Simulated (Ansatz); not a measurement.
Results of LC-ωPBE (Ansatz, a quantum-chemistry and plane-wave program, PAW) for zinc-blende InN (metastable phase).

Numerical settings: plane-wave cutoff 460 eV, 10×10×10 k mesh, Fermi–Dirac smearing 0.01 eV, scalar-relativistic PAW data made under PBE.

Cell (relaxed at this level):

```cif
data_InN
_chemical_formula_sum 'In1 N1'
_space_group_name_H-M_alt 'P 1'
_space_group_IT_number 1
_cell_length_a 3.48367
_cell_length_b 3.48367
_cell_length_c 3.48367
_cell_angle_alpha 60.000
_cell_angle_beta 60.000
_cell_angle_gamma 60.000
loop_
_space_group_symop_operation_xyz
  'x, y, z'
loop_
_atom_site_label
_atom_site_type_symbol
_atom_site_fract_x
_atom_site_fract_y
_atom_site_fract_z
_atom_site_occupancy
In1 In 0.00000 0.00000 0.00000 1
N1 N 0.25000 0.25000 0.25000 1
```

**Question.** Estimate the bulk modulus B0, band gap and pressure derivative B′ of the bulk modulus that the calculation returns.

**Answer.** 
- bulk modulus B0: 170 GPa
- band gap: 5.51 eV (on the SCF k mesh)
- pressure derivative B′ of the bulk modulus: 4.2

Measured, for comparison: band gap 0.61 eV (low temperature, zero-point motion not removed, photoluminescence, epilayer; as tabulated in Schörmann, As, Lischka, Schley, Goldhahn et al., Appl. Phys. Lett. 89, 261903 …).

Spin–orbit coupling is not included.

Computed values are for the static lattice.

The result took about 11 core-minutes (a rough figure).
